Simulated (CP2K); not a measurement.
Crystal: CdSe.

```
Cd Se
1.0
     4.06439    0.00000    0.00000
     2.03220    3.51987    0.00000
     2.03220    1.17329    3.31856
Cd Se
1 1
Direct
  0.00000 0.00000 0.00000
  0.50000 0.50000 0.50000
```

Measurements of this composition are mostly on another form, of space group No. 186.

```yaml
Program: CP2K 2026.2
Task: single point
Functional: PBE
Potentials_or_basis: POTENTIAL_UZH Cd GTH-PBE-q12, Se GTH-PBE-q6; TZVP-MOLOPT-PBE-GTH basis
Density_cutoff: 6123 eV
k_mesh: 8 × 8 × 8
Occupations: fermi-dirac, width 0.05 eV
Spin: no spin polarisation
```

On this cell: pressure 0.1 GPa; largest force zero by symmetry; band gap on the k mesh none (metal or under the smearing width).

The same run follows on a disturbed copy (atoms moved at random, drawn with an rms of 0.05 Å):

```
CELL_PARAMETERS angstrom
4.06439 0.00000 0.00000
2.03220 3.51987 0.00000
2.03220 1.17329 3.31856
ATOMIC_POSITIONS crystal
Cd 0.98646 0.00218 0.01217
Se 0.49273 0.50827 0.48448
```

Problem. What does the disturbed cell give?

Solution. The energy (extrapolated to zero smearing) moves by +2.5 meV/atom; pressure 0.3 GPa; largest force 0.108 eV/Å; band gap on the k mesh none (metal or under the smearing width).

Forces in eV/Å, atoms in the order of the input:
```
Cd  -0.023 -0.014 -0.104
Se   0.022  0.013  0.104
```

Stress tensor (GPa, compression positive):
```
 0.30 -0.07  0.08
-0.07  0.38  0.05
 0.08  0.05  0.28
```

Caveats: the basis of atomic orbitals isn't converged, which shifts pressures, moduli and gaps.
